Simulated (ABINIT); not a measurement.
# GaP: single point with PBE

**Measured values to compare with.**

“Stacking defects in GaP nanowires: Electronic structure and optical properties”, 2018, arxiv:1810.01194 quotes, for a bulk crystal of GaP at 10 K: band gap 2.34 eV (indirect).

The system is GaP.

```
Ga P
1.0
     0.00000    2.72525    2.72525
     2.72525    0.00000    2.72525
     2.72525    2.72525    0.00000
Ga P
1 1
Direct
  0.00000 0.00000 0.00000
  0.75000 0.75000 0.75000
```

```yaml
Program: ABINIT 10.8.3 (patched build)
Task: single point
Functional: PBE
Potentials_or_basis: SG15 NC PBE v1.2
Cutoff: 1088 eV
k_mesh: 6 × 6 × 6
Occupations: fermi-dirac, width 0.05 eV
Spin: no spin polarisation
```

```yaml
Band_gap_on_the_k_mesh: 1.65 eV, indirect (least direct gap 1.82 eV)
Valence_electrons_inside_the_program's_atomic_spheres: Ga 10.82; P 2.81
```

Levels at points of the mesh, in eV from the valence-band top:
| k point | band 6 | band 7 | band 8 | band 9 | band 10 | band 11 | band 12 | band 13 |
| --- | --- | --- | --- | --- | --- | --- | --- | --- |
| (0.00, 0.00, 0.00) | -12.49 | 0.00 | 0.00 | 0.00 | 1.82 | 3.89 | 3.89 | 3.89 |
| (0.50, 0.00, 0.00) | -10.43 | -6.63 | -1.12 | -1.12 | 1.67 | 4.72 | 4.72 | 8.29 |
| (0.50, 0.50, 0.00) | -9.53 | -6.75 | -2.68 | -2.68 | 1.65 | 1.83 | 10.59 | 10.59 |

Run time: 26 s on 1 thread of Arm Neoverse V1, on a shared host, peak memory 0.08 GiB.

Against the measured gap of GaP, 2.34 eV (indirect; 10 K; quoted in “Stacking defects in GaP nanowires: Electronic structure and optical properties”, 2018, arxiv:1810.01194), the calculated 1.65 eV is off by -0.69 eV. Spin-orbit coupling on Ga is left out. The value is that of PBE on a finite k mesh, which can miss the band edges, without temperature or zero-point motion. Semilocal functionals fall short of measured gaps as a rule.
